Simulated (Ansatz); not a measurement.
# Sn: a tetragonal deformation path

The task here is to estimate one member of a computed series from the others.

Program: Ansatz 0.2.0. Level of theory: DFT PBEsol, scalar-relativistic, plane waves, PAW. These are calculated values, not measurements.

## The structure to begin with

Symmetry: I4/mmm, No. 139, tetragonal system. Conventional cell: a = 3.182 Å, b = 3.182 Å, c = 5.831 Å, α = 90.00°, β = 90.00°, γ = 90.00°. Around Sn (site symmetry 4/mmm) lie 4 Sn at 3.18 Å.

Structure file:

```
Sn
1.0
    -1.59075    1.59075    2.91565
     1.59075   -1.59075    2.91565
     1.59075    1.59075   -2.91565
Sn
1
Direct
  0.00000 0.00000 0.00000
```

No relaxation comes first: the listed cell is the starting point.

## Zero of energy

The reference gives a free energy of -5949.6836 eV, pressure -4.11 GPa, largest force 0.000 eV/Å and gap on the mesh none (metal). It was computed beforehand with the settings of the runs below.

Set-up of the first run:

At fixed volume and fractional coordinates, lengths along (0.000, 0.000, 1.000) are scaled against those across it; ρ is that ratio over its starting value.

Contents of input.yaml:

```yaml
crystal:
  lattice:
    - [-1.6793025856, 1.6793025856, 2.616262641]
    - [1.6793025856, -1.6793025856, 2.616262641]
    - [1.6793025856, 1.6793025856, -2.616262641]
  atoms:
    - { symbol: Sn, position: [0.0, 0.0, 0.0] }
basis:
  ecutwfc: 420
kpoints:
  mp_grid: { grid: [24, 24, 24] }
hamiltonian:
  xc: pbesol
scf:
  occupations: { method: gaussian, width: 0.15 }
output:
  forces: true
  stress: true
  eigenvalues: true
```

Started as:

```console
> ansatz run input.yaml --threads 1 --pin off --max-ram 2560MiB --backend cpu --events-out ev --progress --plain --runs-dir out
```

Among the steps run: Point ρ = 0.850; At ρ = 1.200; ρ = 0.920; At ρ = 1.100; Point ρ = 0.960; ρ = 1.050; At ρ = 0.800; Point ρ = 1.300.

One table of the session follows, with a row left open; its other results are not shown here.

It belongs to the step «The scan collected». 

| ρ | ΔE (meV/atom) | pressure (GPa) |
| --- | --- | --- |
| 0.800 | -27.0 | -4.6 |
| 0.850 | -25.5 | -4.6 |
| 0.920 | -17.3 | -4.5 |
| 0.960 | -9.9 | -4.3 |
| 1.000 | 0.0 | -4.1 |
| 1.050 | ? | ? |
| 1.100 | 38.0 | -3.1 |
| 1.200 | 96.6 | -1.5 |
| 1.300 | 177.5 | 0.6 |

Q: Estimate the row for ρ = 1.050 from the others.

Worked estimate for «ΔE (meV/atom)». A straight line through the neighbours (1.000, 0.0) and (1.100, 38.0) gives 0.0 + (38.0 − 0.0) × (1.050 − 1.000) / (1.100 − 1.000) = 19.0; a parabola fitted to 4 rows on both sides gives 16.4.

**Answer.** ΔE (meV/atom): 16.7; pressure (GPa): -3.7. In «ΔE (meV/atom)» the line misses by +2.3 and the parabola by -0.3.
